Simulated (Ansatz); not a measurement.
Input and command of a plane-wave DFT calculation in Ansatz:

```yaml
crystal:
  lattice:
    - [3.4628971702, 0.0, 0.0]
    - [0.0, 3.4628971702, 0.0]
    - [0.2346917579, 0.0, 11.7345878955]
  atoms:
    - { symbol: Ta, position: [0.0, 0.5, 0.7501741996] }
    - { symbol: Ta, position: [0.5, 0.5, 0.0001741996] }
    - { symbol: Ta, position: [0.5, 0.0, 0.2501741996] }
    - { symbol: Ta, position: [0.0, 0.0, 0.5001741996] }
    - { symbol: As, position: [0.5, 0.0, 0.8324252204] }
    - { symbol: As, position: [0.0, 0.0, 0.0824252204] }
    - { symbol: As, position: [0.0, 0.5, 0.3324252204] }
    - { symbol: As, position: [0.5, 0.5, 0.5824252204] }
basis:
  ecutwfc: 420
kpoints:
  mp_grid: { grid: [10, 10, 4] }
hamiltonian:
  xc: pbe
scf:
  occupations: { method: gaussian, width: 0.1 }
output:
  forces: true
  stress: true
  eigenvalues: true
relax:
  adjacent_minimum: "off"
  f_tol: 0.008
  max_steps: 40
```

```bash
ansatz run input.yaml --threads 1 --pin off --max-ram 2560MiB --backend cpu --events-out ev --progress --plain --runs-dir out
```

Processor: Intel(R) Xeon(R) 6975P-C (Granite Rapids), 1 thread, on a host shared with other jobs.

Question: How long does it run, and how much memory does it take?

Answer: About 3.8 min on 1 thread of Intel(R) Xeon(R) 6975P-C (Granite Rapids), on a shared host, peak memory 1.1 GiB. It solves 68 bands at 132 k points (the mesh reduced by symmetry) with about 2743 plane waves, in 24 SCF iterations over 4 ionic steps.
